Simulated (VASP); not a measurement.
Crystal: Si.

```
CELL_PARAMETERS angstrom
0.00000 2.71356 2.71356
2.71356 0.00000 2.71356
2.71356 2.71356 0.00000
ATOMIC_POSITIONS crystal
Si 0.75000 0.75000 0.75000
Si 0.50000 0.50000 0.50000
```

```yaml
Program: VASP 6.6.1
Task: relaxation of cell and atoms
Functional: PBE
Potentials_or_basis: VASP PAW PBE potentials, release 64 (Si)
Cutoff: 600 eV
k_mesh: 10 × 10 × 10
Occupations: gaussian, width 0.02 eV
Spin: no spin polarisation
```

At the start: pressure 2.1 GPa; volume 19.98 Å³/atom.

Task: Where does the relaxation end?

Result: Over 3 steps the energy falls by 3.0 meV/atom and the volume is 20.44 Å³/atom (+2.3 %); space group Fd-3m (No. 227, to 0.05 Å).

Step by step:
| step | energy change (eV) | largest force (eV/Å) | pressure (GPa) | volume (Å³) |
| --- | --- | --- | --- | --- |
| 1 | 0.0000 | 0.0000 | 2.14 | 39.96 |
| 2 | -0.0033 | 0.0000 | -1.33 | 41.53 |
| 3 | -0.0060 | 0.0000 | 0.01 | 40.89 |

Final structure:
```
Si
1.0
     0.00000    2.73432    2.73432
     2.73432    0.00000    2.73432
     2.73432    2.73432    0.00000
Si
2
Direct
  0.75000 0.75000 0.75000
  0.50000 0.50000 0.50000
```
